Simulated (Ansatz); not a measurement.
Write a Python script for Ansatz 0.2.0, Python API that makes a calculation of the dielectric tensor and Born charges of TlBr, space group Pm-3m. Level of theory: LDA, PAW, cutoff 630 eV, 4×4×4 k-points, fixed occupations.

```
Tl Br
1.0
     3.98000    0.00000    0.00000
     0.00000    3.98000    0.00000
     0.00000    0.00000    3.98000
Tl Br
1 1
Direct
  0.00000 0.00000 0.00000
  0.50000 0.50000 0.50000
```

The script, `run_eps.py`:
```python
'''High-frequency dielectric tensor and Born charges of TlBr.'''

import argparse
import warnings

import ansatz as az
import numpy as np

parser = argparse.ArgumentParser(description='High-frequency dielectric tensor and Born charges of TlBr.')
parser.add_argument('--functional', required=True, help='exchange-correlation functional')
parser.add_argument('--cutoff', type=float, default=630.0, help='basis')
parser.add_argument('--mesh', type=int, nargs=3, required=True, help='k-point sampling')
parser.add_argument('--tolerance', type=float, required=True, help='SCF tolerance (eV)')
parser.add_argument('--extra-bands', type=int, default=8, help='empty bands')
parser.add_argument('--occupations', default='fixed', help='how the bands are filled')
args = parser.parse_args()

warnings.simplefilter('ignore', az.DeckWarning)

tlbr = (
    az.Lattice.of((3.98, 0.0, 0.0), (0.0, 3.98, 0.0), (0.0, 0.0, 3.98))
    .atom('Tl', (0.0, 0.0, 0.0))
    .atom('Br', (0.5, 0.5, 0.5))
)

# an insulator: whole occupations
setup = (
    tlbr.calculation()
    .functional(args.functional)
    .basis(args.cutoff, density_ratio=4)
    .kpoints(mesh=args.mesh)
    .eigensolver('davidson', full_accuracy=True)
    .scf(tolerance=args.tolerance, extra_bands=args.extra_bands, lower_state_search='standard')
    .occupations(args.occupations)
    .dielectric()
)
out = setup.run(threads=1)
response = out.dielectric
eps = np.asarray(response.eps_inf)

print('eps_inf')
print(np.round(eps, 3) + 0.0)
for site, z in zip(out.lattice.sites, response.zstar_e):
    print(f'{site.symbol:2s} Z* trace/3 = {np.trace(z) / 3:+.3f} e')
print(f'charge neutrality missed by {response.zstar_sum_residual_pre_e:.4f} e before the sum rule')
```

```console
$ python run_eps.py --functional lda --mesh 4 4 4 --tolerance 1e-07
eps_inf
[[6.332 0.    0.   ]
 [0.    6.332 0.   ]
 [0.    0.    6.332]]
Tl Z* trace/3 = +2.126 e
Br Z* trace/3 = -2.126 e
charge neutrality missed by 0.0051 e before the sum rule
```

Notes:
- These settings explore the input space; cutoff and mesh may be short of convergence.
- Under fixed occupations the level called the Fermi level is the highest filled one on the SCF mesh; off the mesh a filled band can lie a little above it.
- Pressure is positive in compression.
- Spin-orbit coupling, which matters for elements this heavy, is left out.
- The structure is a deposited one; some such entries were measured under pressure or heat, so a shift against it needn't be the functional's error alone.
- This is the electronic (clamped-ion) response; a semilocal gap that is too small tends to raise it. The typed mesh is that of the SCF; the response is solved on denser meshes that the run picks.
- Wall time of the script: 14 s on 1 thread of Intel(R) Xeon(R) Platinum 8488C (Sapphire Rapids), on a shared host, peak memory 0.54 GiB.

(A comment or docstring line of the script was reworded after the run, the code is as it ran; lines on the test bed's own set-up are left out of the output.)
